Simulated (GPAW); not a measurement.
# How BaS absorbs and reflects light

Wanted: where BaS starts to absorb, how strongly, and its refractive index.

Program: GPAW 26.7.0. Level of theory: DFT, LDA, plane-wave PAW (GPAW data sets), scalar-relativistic, RPA, optical limit. Results are calculated unless marked as measured.

## Step 1: Set-up

Symmetry: Fm-3m, No. 225, cubic system. Conventional cell: a = 6.388 Å, b = 6.388 Å, c = 6.388 Å, α = 90.00°, β = 90.00°, γ = 90.00°. Ba has 6 S at 3.19 Å nearest. S has 6 Ba at 3.19 Å nearest. Farther neighbours and most contacts between anions are not listed.

## Step 2: Ground state

First the ground state: is it a metal or has it a gap?

This step: DFT, LDA, plane-wave PAW (GPAW data sets), scalar-relativistic, ground state (GPAW 26.7.0).

gs.py reads:

```python
from ase import Atoms
from ase.dft.bandgap import bandgap
from gpaw import GPAW, PW, FermiDirac

atoms = Atoms(['Ba', 'S'],
              cell=[[0.000000000000, 3.193750000000, 3.193750000000],
                    [3.193750000000, 0.000000000000, 3.193750000000],
                    [3.193750000000, 3.193750000000, 0.000000000000]],
              scaled_positions=[[0.000000000000, 0.000000000000, 0.000000000000],
                                [0.500000000000, 0.500000000000, 0.500000000000]],
              pbc=[True, True, True])
atoms.calc = GPAW(mode=PW(400), xc='LDA', kpts={'size': (6, 6, 6), 'gamma': True},
                  occupations=FermiDirac(0.05), maxiter=150, txt='gs.txt')
print('energy (eV)', atoms.get_potential_energy())
print('Fermi level (eV)', atoms.calc.get_fermi_level())
print('valence electrons', atoms.calc.get_number_of_electrons())
print('gap (eV)', bandgap(atoms.calc, output=None)[0])
print('direct gap (eV)', bandgap(atoms.calc, direct=True, output=None)[0])
atoms.calc.write('gs.gpw')
```

Launch:

```bash
$ OMP_NUM_THREADS=1 python gs.py
```

nscf.py reads:

```python
from ase.dft.bandgap import bandgap
from gpaw import GPAW, FermiDirac

calc = GPAW('gs.gpw').fixed_density(kpts={'size': (16, 16, 16), 'gamma': True}, nbands=46, convergence={'bands': 40},
                                    occupations=FermiDirac(0.001), txt='nscf.txt')
print('gap (eV)', bandgap(calc, output=None)[0])
print('direct gap (eV)', bandgap(calc, direct=True, output=None)[0])
print('top band over the Fermi level (eV)', min(calc.get_eigenvalues(kpt=k)[39] for k in range(len(calc.get_ibz_k_points()))) - calc.get_fermi_level())
calc.write('full.gpw', mode='all')
```

df.py reads:

```python
from gpaw.response.df import DielectricFunction

df = DielectricFunction('full.gpw', frequencies={'type': 'nonlinear', 'domega0': 0.03, 'omega2': 8},
                        ecut=50,
                        eta=0.1,
                        nbands=40,
                        txt='df.txt')
for direction in ['x']:
    df.get_dielectric_function(xc='RPA', direction=direction, filename=f'df_{direction}.csv')
```

**Question.** What will these runs give for the electronic dielectric constant ε∞, mean over x, y and z (RPA); and main peak of Im epsilon, first axis?

At this level (LDA, RPA) BaS has ε∞ = 4.78 and n = 2.21 at 1550 nm, and Im ε peaks at 6.6 eV. On the mesh the gap is 1.93 eV and the least direct gap 2.07 eV, so on this mesh the band edges lie at different points. Local fields change the static value along x from 5.60 to 4.78 (-15 %).

* electronic dielectric constant ε∞, mean over x, y and z (by symmetry where fewer were run) (RPA): 4.78
* main peak of Im epsilon, first axis: 6.57 eV

Distinct maxima of Im ε, read by a parabola through the highest points, lie at 4.98 eV (4.6), 5.64 eV (5.9), 6.01 eV (6.2) and 6.57 eV (6.7). Excitons and phonon-assisted transitions are missing; LDA gaps are as a rule too small, which pulls the onset down and ε∞ up. Spin-orbit coupling is left out although heavy atoms are present. The sum runs over mesh points, so small or evenly spaced maxima can still be ripples of the mesh.

[Machine, clock and banner lines and Python warnings are left out of the logs.]

[Logs are printed without paths, hosts, clocks, repeated set-up lines and the standing remarks that a program may print on its own settings, such as how far it seeks lower states.]

[Hosts, paths, dates, database ids (printed as entryN), source tags and the programs' standing remarks are cut or masked in the printed files.]
